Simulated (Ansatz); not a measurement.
**Bi2Se3 (Paraguanajuatite): equation of state with LDA**

Crystal: Bi2Se3 (Paraguanajuatite).

```
CELL_PARAMETERS angstrom
2.07150 1.19598 9.54533
-2.07150 1.19598 9.54533
0.00000 -2.39196 9.54533
ATOMIC_POSITIONS crystal
Bi 0.59920 0.59920 0.59920
Bi 0.40080 0.40080 0.40080
Se 0.78830 0.78830 0.78830
Se 0.21170 0.21170 0.21170
Se 0.00000 0.00000 0.00000
```

* Program: Ansatz 0.2.0
* Task: equation of state
* Functional: LDA
* Potentials or basis: Ansatz PAW
* Cutoff: 420 eV
* Density cutoff: 1680 eV
* k mesh: 8 × 8 × 8
* Occupations: fermi-dirac, width 0.05 eV
* Spin: no spin polarisation

```json
{
 "Equilibrium volume": "27.58 Å³/atom",
 "Bulk modulus at fixed shape and positions": "68 GPa",
 "Pressure derivative of the bulk modulus": "4.5"
}
```

Energy against volume, from the lowest point:
```tsv
volume (Å³/atom)	energy (meV/atom)
26.675	6.36
27.243	0.52
27.810	0.00
28.378	4.22
28.946	12.69
29.513	24.94
30.081	40.57
```

All runs of the series together: 97 s on 2 threads of Arm Neoverse V1 (shared host).

Caveat: the cell was scaled at fixed shape and fractional positions, which overstates the stiffness of a crystal with free parameters, most of all of layers and chains.
